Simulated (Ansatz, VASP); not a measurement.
# Pt: VASP beside Ansatz

File INCAR:

```
AGGAC = 1.0
AGGAX = 1.0
ALDAC = 0.0
ALDAX = 1.0
ALGO = Normal
EDIFF = 1E-6
EDIFFG = -0.02
ENCUT = 600
GGA = B5
IBRION = 2
ISIF = 3
ISMEAR = -1
IVDW = 12
LASPH = T
LCHARG = F
LREAL = F
LWAVE = F
NELM = 100
NSW = 80
PREC = Accurate
SIGMA = 0.05
VDW_A1 = 0.4298
VDW_A2 = 4.2359
VDW_S6 = 1.0
VDW_S8 = 2.6996
```

Contents of KPOINTS:

```
k-points
0
Gamma
  12 12 12
```

Contents of POSCAR:

```
Pt
1.0
    0.0000000000      1.9609000000      1.9609000000
    1.9609000000      0.0000000000      1.9609000000
    1.9609000000      1.9609000000      0.0000000000
Pt
1
Direct
    0.0000000000      0.0000000000      0.0000000000
```

The input input.yaml:

```yaml
crystal:
  lattice:
    - [0.0, 1.9609, 1.9609]
    - [1.9609, 0.0, 1.9609]
    - [1.9609, 1.9609, 0.0]
  atoms:
    - { symbol: Pt, position: [0.0, 0.0, 0.0] }
kpoints:
  mp_grid: { grid: [12, 12, 12] }
scf:
  occupations: { method: fermi_dirac, width: 0.05 }
hamiltonian:
  xc: blyp
  dispersion: d3bj
  pseudopotentials: { kind: all_electron, lapw: { basis_error: 0.001 } }
output:
  forces: true
  stress: true
relax:
  f_tol: 0.02
  max_steps: 60
  cell: {}
```

Alike in both runs: task relaxation of cell and atoms; functional BLYP; dispersion D3(BJ); k mesh 12 × 12 × 12; occupations fermi-dirac, width 0.05 eV; no spin polarisation.

|  | VASP | Ansatz |
| --- | --- | --- |
| version | VASP 6.6.1 | Ansatz 0.2.0 |
| potentials or method | VASP PAW PBE potentials, release 64 (Pt) | all-electron LAPW, scalar-relativistic |
| plane-wave cutoff (eV) | 600 | see its input |

```tsv
	VASP	Ansatz	Ansatz less VASP
relaxed volume (Å³/atom)	15.47	15.37	-0.099
relaxed cell length with the largest relative difference (Å)	2.797	2.791	-0.0060
energy change over the relaxation (meV/atom)	-8	-5	+3.3
```

Ansatz ran all-electron here, so the differences hold the error of VASP's frozen core and of both bases.

Caveats: the PAW data sets were made with another functional, which shifts forces and pressure a little (VASP); pairwise dispersion overbinds metals, which lowers pressure and volume (VASP). Spin-orbit coupling is left out, which matters for the levels of Pt. Zero-point motion and thermal expansion aren't in these numbers.
